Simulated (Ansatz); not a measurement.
# CdS (Fm-3m) in Ansatz: a series of runs

The runs below take CdS through single point, equation of state, with r2SCAN.

Everything below comes from runs of Ansatz 0.2.0. Logs are shortened: lines on timing, memory, paths and dates and some standing lists are left out, and cuts for length are marked.

## (1) The structure

The structure is cubic, space group Fm-3m (No. 225). The conventional cell has a = 5.506 Å, b = 5.506 Å, c = 5.506 Å, α = 90.00°, β = 90.00°, γ = 90.00°. Cd (site symmetry m-3m) has 6 S at 2.75 Å as nearest neighbours. S (site symmetry m-3m) has 6 Cd at 2.75 Å as nearest neighbours.

Measurements of this composition are mostly on another form, of space group No. 186.

## (2) Single point, r2SCAN, 19.62 Å³/atom (volume scaled by 0.94)

Contents of input.yaml:

```yaml
crystal:
  lattice:
    - [0.0, 2.6970395763, 2.6970395763]
    - [2.6970395763, 0.0, 2.6970395763]
    - [2.6970395763, 2.6970395763, 0.0]
  atoms:
    - { symbol: Cd, position: [0.0, 0.0, 0.0] }
    - { symbol: S, position: [0.5, 0.5, 0.5] }
hamiltonian:
  xc: r2scan
  pseudopotentials: { kind: paw }
kpoints:
  mp_grid: { grid: [8, 8, 8] }
scf:
  occupations: { method: fermi_dirac, width: 0.05 }
output:
  forces: true
  stress: true
  eigenvalues: true
```

Potentials or basis: Ansatz PAW.

Started as:

```sh
> ansatz run input.yaml --threads 2 --pin off --max-ram 5632MiB --backend cpu --events-out ev --progress --plain --runs-dir out
```

Standard output:

```text
Warning: RAYON_NUM_THREADS=2 ignored (pool sized by the plan → 2); use --threads N
Engine: ansatz 0.2.0, x86_64-unknown-linux-gnu
Pseudopotentials: kind: paw
Pseudopotential: Cd, paw, valence charge 20, recommended cutoff 500 eV (meta_gga), Cd.paw.azcp
Pseudopotential: S, paw, valence charge 6, recommended cutoff 500 eV (meta_gga), S.paw.azcp
Functional definition: r2SCAN
  parameter k0 = 0.174
  parameter k1 = 0.065
  parameter a1 = 4.9479
  exchange = r2scan_x(k0 = k0, k1 = k1, a1 = a1)
  correlation = r2scan_c
Crystal: 2 atoms, lattice volume = 39.237 Å³
Basis set: ecut = 500 eV, 965 PW (Γ), exchange–correlation on 120×120×120 points (64 copies of the dense FFT grid, shifted against one another)
Bands: 17, of which v1, the nominal top of the filled ones, is band 13 counted from 1 (12 counted from 0)
Symmetry: 48 space group operations
Space group: Fm-3m (ITA 225), of the structure as read, at distance tolerance 3.4e-5 Å
k-points: 29 of 512
Non-local potential: Cd, projectors of the file, l = 0: 3, l = 1: 2, l = 2: 2, l = 3: 1
Non-local potential: S, projectors of the file, l = 0: 2, l = 1: 2, l = 2: 2
PAW form: soft (Blöchl's): semilocal exchange-correlation on the pseudo side does not see the compensation charge
PAW frozen core: Cd, regenerated for the run's functional (the file was generated under x = pbe(κ = 0.804, μ = 0.2195149727645171), c = pbe(β = 0.06672455060314922))
PAW frozen core: S, regenerated for the run's functional (the file was generated under x = pbe(κ = 0.804, μ = 0.2195149727645171), c = pbe(β = 0.06672455060314922))
PAW one-centre angular grid: Cd, 590 points (default); XC on 160 Gauss nodes
PAW one-centre angular grid: S, 302 points (default); XC on 160 Gauss nodes
Initial density: superposition of atomic densities (neutral atoms: chi_scale 0, normalization atom), corrected by the library's trained network
Initial wavefunctions: pseudopotential atomic-orbital guess
Functional: x = r2scan, c = r2scan; τ floored in thin density (d = 2e-4 eV/Å³)
SCF iter   1: F=—  HF=-9175.426531 eV  |F-HF|=—  |Δ(HF+E_count)|=         —  Δρ=7.69e-3  dr2=1.28e-2  dr2_τ=1.74e-2  ethr=1.77e-3  ⟨swp⟩=5.0  Hψ=2348  notcnv=0
preconditioner: auto → none  [insulator: Δε(μ)=0.718 eV  Ē_g=13.509 eV  σ=0.050 eV  W_gap=1.00  n_scr=14 (ndim 8)  ℏωp=25.2 eV  f_vac=0.003  D(μ)=0.00/eV (n_scr^D=0)  ε∞_Penn≈4.5]
SCF iter   2: F=—  HF=-9175.441824 eV  |F-HF|=—  |Δ(HF+E_count)|=   1.53e-2  Δρ=3.84e-3  dr2=2.49e-3  dr2_τ=5.03e-4  ethr=4.91e-5  ⟨swp⟩=2.6  Hψ=1170  notcnv=0
SCF iter   3: F=—  HF=-9175.443133 eV  |F-HF|=—  |Δ(HF+E_count)|=   1.31e-3  Δρ=1.03e-3  dr2=3.10e-4  dr2_τ=1.06e-5  ethr=9.59e-6  ⟨swp⟩=2.8  Hψ=792  notcnv=0
SCF iter   4: F=—  HF=-9175.443082 eV  |F-HF|=—  |Δ(HF+E_count)|=   5.10e-5  Δρ=1.71e-4  dr2=1.13e-5  dr2_τ=1.90e-6  ethr=1.19e-6  ⟨swp⟩=2.0  Hψ=842  notcnv=0
SCF iter   5: F=—  HF=-9175.443058 eV  |F-HF|=—  |Δ(HF+E_count)|=   2.41e-5  Δρ=3.61e-5  dr2=2.89e-7  dr2_τ=3.76e-8  ethr=4.36e-8  ⟨swp⟩=2.0  Hψ=726  notcnv=0
SCF iter   6: F=-9175.443058 eV  HF=-9175.443058 eV  |F-HF|=2.33e-8  |Δ(HF+E_count)|=   3.59e-7  Δρ=9.92e-6  dr2=4.83e-8  dr2_τ=1.50e-9  ethr=3.85e-10  ⟨swp⟩=5.2  Hψ=2172  notcnv=0
SCF 1 converged in 6 iterations: F = -9175.443058 eV  dr2 = 4.83e-8
SCF converged after 6 iterations
Free energy (F): -9175.443058 eV
Harris-Foulkes:  -9175.443058 eV  (|F-HF|=2.33e-8)
Internal energy: -9175.443041 eV  (E = F + TS)
E sigma→0 (E₀):  -9175.443050 eV
Entropy (-TS):   -0.000017 eV (-0.009 meV/atom)
Fermi energy:    10.602370 eV
--- Per-component energies (eV) ---
  E_band       = -450.598702
  E_kinetic    = 613.372559
  E_local      = -3474.437690  (includes V_loc(G=0)·N_el)
  E_nonlocal   = 64.189026
  E_hartree    = 1616.834778
  E_xc         = -260.611801
  E_vxc        = -340.519941  (∫ρ·V_xc dr)
  E_paw        = -4716.833602  (= ΣΔE_a)
  E_vpaw       = -568.201764  (= ΣTr[D̂ρ^β])
  E_aug_tail   = 0.000007  (compensation charges beyond the density's cutoff)
  E_vtau       = 21.333673  (kinetic-family band-sum trace: ∫τ·v_τ [+ j·A + Jᵃ·Aᵃ] dr)
  E_ewald      = -3017.281779
  E_core_change = -0.674537  (= ΣΔE_core)
  E_smearing   = -0.000017  (= −TS)
  E_closure    = -0.000000  (closes the sum)
  Σ components = -9175.443058   (vs F -9175.443058, Δ=0.00e0)
--- Forces (eV/Å), atoms counted from 1 ---
  atom   1  Cd    -0.00000000     0.00000000    -0.00000000
  atom   2  S      0.00000000    -0.00000000     0.00000000
  max |Σ_I F_I| component: 3.55e-30 eV/Å
--- Stress (GPa, compression-positive) ---
        2.922360      -0.000000      -0.000000
        0.000000       2.922360      -0.000000
        0.000000       0.000000       2.922360
  P = ⅓ Tr σ = 2.9224 GPa (29.224 kbar)
--- Band table (eV; the first three rows and the last of 29) ---
  k-point 0: bands = ["-94.2559", "-54.4259", "-54.4259", "-54.4259", "-3.4089", "2.1975", "2.1975", "2.1975", "2.2003", "2.2003", "9.3082", "9.3082", "9.3082", "11.9418", "19.8530", "19.8530", "19.8530"]
  k-point 1: bands = ["-94.2559", "-54.4263", "-54.4260", "-54.4260", "-3.2623", "2.1431", "2.1431", "2.1797", "2.2302", "2.2302", "8.2354", "9.4234", "9.4234", "13.0040", "18.6764", "19.6326", "19.6326"]
  k-point 2: bands = ["-94.2559", "-54.4270", "-54.4261", "-54.4261", "-2.8682", "2.0113", "2.0113", "2.1139", "2.3092", "2.3092", "6.6676", "9.7132", "9.7132", "14.2544", "17.6481", "18.2404", "18.2404"]
  k-point 28: bands = ["-94.2558", "-54.4273", "-54.4273", "-54.4268", "-2.2640", "2.0226", "2.1948", "2.1948", "2.4947", "3.0890", "6.7038", "6.7038", "7.2405", "14.1734", "17.6704", "18.3788", "18.3788"]
```

It took 1.7 s on 2 threads of AMD EPYC 7R43 (Zen 3), shared host; peak memory 0.48 GiB.

Results:

```yaml
Free_energy: -9175.4431 eV
Pressure: 2.9 GPa
Band_gap_on_the_k_mesh: 0.75 eV, indirect (least direct gap 2.63 eV)
```

Caveat: the PAW data sets come from PBE, with cores solved anew for the run's functional, which leaves a small shift of forces and pressure.

## (3) Single point, r2SCAN, 20.04 Å³/atom (volume scaled by 0.96)

input.yaml, as its differences from that of step 2:

```diff
@@ -2,5 +2,5 @@
   lattice:
-    - [0.0, 2.6970395763, 2.6970395763]
-    - [2.6970395763, 0.0, 2.6970395763]
-    - [2.6970395763, 2.6970395763, 0.0]
+    - [0.0, 2.7160334386, 2.7160334386]
+    - [2.7160334386, 0.0, 2.7160334386]
+    - [2.7160334386, 2.7160334386, 0.0]
   atoms:
@@ -19 +19,5 @@
   eigenvalues: true
+  write_density: true
+  write_potential: true
+  elf: true
+  volumetric_format: npy
```

Potentials or basis: Ansatz PAW.

Started as:

```sh
> ansatz run input.yaml --threads 2 --pin off --max-ram 5632MiB --backend cpu --events-out ev --progress --plain --runs-dir out
```

It took 2.2 s on 2 threads of AMD EPYC 7R43 (Zen 3), shared host; peak memory 0.48 GiB.

It converged, with:

| Quantity | Value |
| --- | --- |
| Free energy | -9175.4532 eV |
| Pressure | 1.0 GPa |
| Band gap on the k mesh | 0.75 eV, indirect (least direct gap 2.47 eV) |

Caveat: the PAW data sets come from PBE, with cores solved anew for the run's functional, which leaves a small shift of forces and pressure.

## (4) Single point, r2SCAN, 20.45 Å³/atom (volume scaled by 0.98)

input.yaml, as its differences from that of step 3:

```diff
@@ -2,5 +2,5 @@
   lattice:
-    - [0.0, 2.7160334386, 2.7160334386]
-    - [2.7160334386, 0.0, 2.7160334386]
-    - [2.7160334386, 2.7160334386, 0.0]
+    - [0.0, 2.7347652956, 2.7347652956]
+    - [2.7347652956, 0.0, 2.7347652956]
+    - [2.7347652956, 2.7347652956, 0.0]
   atoms:
```

Started as:

```sh
> ansatz run input.yaml --threads 2 --pin off --max-ram 5632MiB --backend cpu --events-out ev --progress --plain --runs-dir out
```

Wall time 2.3 s (2 threads of AMD EPYC 7R43 (Zen 3), shared host); peak memory 0.47 GiB.

Results (log left out):

- Free energy: -9175.4538 eV
- Pressure: -0.7 GPa
- Band gap on the k mesh: 0.75 eV, indirect (least direct gap 2.32 eV)

Caveat: the PAW data sets come from PBE, with cores solved anew for the run's functional, which leaves a small shift of forces and pressure.

## (5) Single point, r2SCAN, 20.87 Å³/atom

Contents of input.yaml:

```yaml
crystal:
  lattice:
    - [0.0, 2.753244, 2.753244]
    - [2.753244, 0.0, 2.753244]
    - [2.753244, 2.753244, 0.0]
  atoms:
    - { symbol: Cd, position: [0.0, 0.0, 0.0] }
    - { symbol: S, position: [0.5, 0.5, 0.5] }
hamiltonian:
  xc: r2scan
  pseudopotentials: { kind: paw }
kpoints:
  mp_grid: { grid: [8, 8, 8] }
scf:
  occupations: { method: fermi_dirac, width: 0.05 }
output:
  forces: true
  stress: true
  eigenvalues: true
```

Started as:

```sh
> ansatz run input.yaml --threads 2 --pin off --max-ram 5632MiB --backend cpu --events-out ev --progress --plain --runs-dir out
```

It took 1.8 s on 2 threads of AMD EPYC 7R43 (Zen 3), shared host; peak memory 0.48 GiB.

Results (log left out):

```
Free energy            : -9175.4461 eV
Pressure               : -2.2 GPa
Band gap on the k mesh : 0.75 eV, indirect (least direct gap 2.18 eV)
```

Caveat: the PAW data sets come from PBE, with cores solved anew for the run's functional, which leaves a small shift of forces and pressure.

## (6) Single point, r2SCAN, 21.29 Å³/atom (volume scaled by 1.02)

input.yaml, as its differences from that of step 5:

```diff
@@ -2,5 +2,5 @@
   lattice:
-    - [0.0, 2.753244, 2.753244]
-    - [2.753244, 0.0, 2.753244]
-    - [2.753244, 2.753244, 0.0]
+    - [0.0, 2.7714779354, 2.7714779354]
+    - [2.7714779354, 0.0, 2.7714779354]
+    - [2.7714779354, 2.7714779354, 0.0]
   atoms:
```

Potentials or basis: Ansatz PAW.

Started as:

```sh
> ansatz run input.yaml --threads 2 --pin off --max-ram 5632MiB --backend cpu --events-out ev --progress --plain --runs-dir out
```

Run time: 2 s. Hardware: 2 threads of AMD EPYC 7R43 (Zen 3), shared host; peak memory 0.47 GiB.

The run converged. Its results:

```
Free energy            : -9175.4308 eV
Pressure               : -3.6 GPa
Band gap on the k mesh : 0.75 eV, indirect (least direct gap 2.04 eV)
```

Caveat: the PAW data sets come from PBE, with cores solved anew for the run's functional, which leaves a small shift of forces and pressure.

## (7) Single point, r2SCAN, 21.71 Å³/atom (volume scaled by 1.04)

input.yaml, as its differences from that of step 6:

```diff
@@ -2,5 +2,5 @@
   lattice:
-    - [0.0, 2.7714779354, 2.7714779354]
-    - [2.7714779354, 0.0, 2.7714779354]
-    - [2.7714779354, 2.7714779354, 0.0]
+    - [0.0, 2.7894750496, 2.7894750496]
+    - [2.7894750496, 0.0, 2.7894750496]
+    - [2.7894750496, 2.7894750496, 0.0]
   atoms:
```

Started as:

```sh
> ansatz run input.yaml --threads 2 --pin off --max-ram 5632MiB --backend cpu --events-out ev --progress --plain --runs-dir out
```

Run time: 1.7 s. Hardware: 2 threads of AMD EPYC 7R43 (Zen 3), shared host; peak memory 0.47 GiB.

It converged, with:

* Free energy: -9175.4089 eV
* Pressure: -4.8 GPa
* Band gap on the k mesh: 0.74 eV, indirect (least direct gap 1.91 eV)

Caveat: the PAW data sets come from PBE, with cores solved anew for the run's functional, which leaves a small shift of forces and pressure.

## (8) Single point, r2SCAN, 22.12 Å³/atom (volume scaled by 1.06)

input.yaml, as its differences from that of step 7:

```diff
@@ -2,5 +2,5 @@
   lattice:
-    - [0.0, 2.7894750496, 2.7894750496]
-    - [2.7894750496, 0.0, 2.7894750496]
-    - [2.7894750496, 2.7894750496, 0.0]
+    - [0.0, 2.8072428857, 2.8072428857]
+    - [2.8072428857, 0.0, 2.8072428857]
+    - [2.8072428857, 2.8072428857, 0.0]
   atoms:
```

Started as:

```sh
> ansatz run input.yaml --threads 2 --pin off --max-ram 5632MiB --backend cpu --events-out ev --progress --plain --runs-dir out
```

Run time: 1.8 s. Hardware: 2 threads of AMD EPYC 7R43 (Zen 3), shared host; peak memory 0.48 GiB.

The run converged. Its results:

```
Free energy            : -9175.3811 eV
Pressure               : -5.9 GPa
Band gap on the k mesh : 0.74 eV, indirect (least direct gap 1.79 eV)
```

Caveat: the PAW data sets come from PBE, with cores solved anew for the run's functional, which leaves a small shift of forces and pressure.

## (9) Equation of state, r2SCAN

Potentials or basis: Ansatz PAW.

No new run: the results of the series are fitted here.

What came out:

```yaml
Equilibrium_volume: 20.27 Å³/atom
Bulk_modulus: 82 GPa
Pressure_derivative_of_the_bulk_modulus: 4.6
```

Energy against volume, from the lowest point:
```csv
volume (Å³/atom),energy (meV/atom)
19.618,5.40
20.036,0.34
20.453,0.00
20.871,3.88
21.288,11.50
21.705,22.46
22.123,36.40
```

Caveat: the PAW data sets were made with another functional, which shifts forces and pressure a little.
